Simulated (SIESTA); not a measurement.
A calculation with SIESTA 5.4.2 of HfN (ASE script, structure from a POSCAR):

File run.py:

```python
from ase.io import read
from ase.calculators.siesta import Siesta
from ase.units import Ry, GPa

atoms = read("POSCAR")

fdf = {
    'SCFMustConverge': False,
    'DM.InitSpin': ['  1   0.500     0.00     0.00', '  2   0.000     0.00     0.00'],
    'OccupationFunction': 'FD',
    'ElectronicTemperature': '0.05 eV',
    'MaxSCFIterations': '200',
    'SCF.Mixer.Method': 'Pulay',
    'SCF.Mixer.Weight': '0.1',
    'SCF.Mixer.History': '10',
    'SCF.DM.Tolerance': '5.0e-05',
    'SCF.H.Tolerance': '1.0e-03 eV',
    'WriteForces': 'true',
    'Charge.Mulliken': 'end',
    'ProjectedDensityOfStates': ['EF -15.0 15.0 0.1 301 eV'],
    'PDOS.kgrid.MonkhorstPack': [' 12   0   0  0.0', '  0  12   0  0.0', '  0   0  12  0.0'],
}
calc = Siesta(
    label="HfN",
    command="siesta < PREFIX.fdf > PREFIX.out",
    pseudo_path="pseudos",
    pseudo_qualifier="",
    xc=('VDW', 'DRSLL'),
    basis_set="SZP",
    mesh_cutoff=800 * Ry,
    energy_shift=0.002 * Ry,
    kpts=[8, 8, 8],
    spin="non-collinear",
    fdf_arguments=fdf,
)
atoms.calc = calc

print(f"energy = {atoms.get_potential_energy():.6f} eV")
free = atoms.get_potential_energy(force_consistent=True)
print(f"free energy = {free:.6f} eV")
print("forces (eV/A):")
print(atoms.get_forces(apply_constraint=False).round(6))
print("stress (GPa, Voigt order, tension positive):", (atoms.get_stress() / GPa).round(4))
```

POSCAR

```
HfN
1.0
    0.0000000000      2.0942848817      2.0942848817
    2.0942848817      0.0000000000      2.0942848817
    2.0942848817      2.0942848817      0.0000000000
Hf N
1 1
Direct
    0.0000000000      0.0000000000      0.0000000000
    0.5000000000      0.5000000000      0.5000000000
```

Potentials or basis: SPMS 1.0 (PBE files) or PseudoDojo by element, SZP (energy shift 0.002 Ry).

Run with:

```sh
$ python run.py
```

The cell isn't the ideal one: volume scaled by 0.8.

Q: Write the same calculation in another form: native input, structure typed inline.

A: As run:

File HfN.fdf:

```
SystemName                      HfN
SystemLabel                     HfN
NumberOfSpecies                 2
NumberOfAtoms                   2
%block ChemicalSpeciesLabel
  1  72 Hf
  2   7 N
%endblock ChemicalSpeciesLabel

LatticeConstant                 1.0 Ang
%block LatticeVectors
     0.0000000000     2.0942848817     2.0942848817
     2.0942848817     0.0000000000     2.0942848817
     2.0942848817     2.0942848817     0.0000000000
%endblock LatticeVectors
AtomicCoordinatesFormat         Ang
%block AtomicCoordinatesAndAtomicSpecies
     0.0000000000     0.0000000000     0.0000000000  1
     2.0942848817     2.0942848817     2.0942848817  2
%endblock AtomicCoordinatesAndAtomicSpecies

%block kgrid.MonkhorstPack
    8   0   0  0.0
    0   8   0  0.0
    0   0   8  0.0
%endblock kgrid.MonkhorstPack
XC.Functional                   VDW
XC.Authors                      DRSLL
PAO.BasisSize                   SZP
PAO.EnergyShift                 0.002 Ry
Mesh.Cutoff                     800 Ry
Spin                            non-colinear
%block DM.InitSpin
    1   0.500     0.00     0.00
    2   0.000     0.00     0.00
%endblock DM.InitSpin
OccupationFunction              FD
ElectronicTemperature           0.05 eV
MaxSCFIterations                200
SCF.MustConverge                false
SCF.Mixer.Method                Pulay
SCF.Mixer.Weight                0.1
SCF.Mixer.History               10
SCF.DM.Tolerance                5.0e-05
SCF.H.Tolerance                 1.0e-03 eV
WriteForces                     true
Charge.Mulliken                 end
%block ProjectedDensityOfStates
  EF -15.0 15.0 0.1 301 eV
%endblock ProjectedDensityOfStates
%block PDOS.kgrid.MonkhorstPack
   12   0   0  0.0
    0  12   0  0.0
    0   0  12  0.0
%endblock PDOS.kgrid.MonkhorstPack
```

Potentials or basis: SPMS 1.0 (PBE files) or PseudoDojo by element, SZP (energy shift 0.002 Ry).

Run with:

```sh
$ siesta HfN.fdf > HfN.out 2>&1
```

Both were run:

|  | ASE script, structure from a POSCAR | native input, structure typed inline |
| --- | --- | --- |
| Pressure | 125.6 GPa | 125.6 GPa |
| Band gap on the k mesh | none (metal or under the smearing width) | none (metal or under the smearing width) |
| Net moment | 0.08 μB per cell | 0.08 μB per cell |

Keys that steer only the numerical path or the files written may differ.

Caveat: short orbitals over semicore shells can move pressures by several GPa; the valence orbitals were made in a potential fitted to the semicore shell under them, which widens gaps by tenths of an eV or more; the potentials were made for another functional, which shifts forces and pressure; the basis of atomic orbitals isn't converged, which shifts pressures, moduli and gaps.
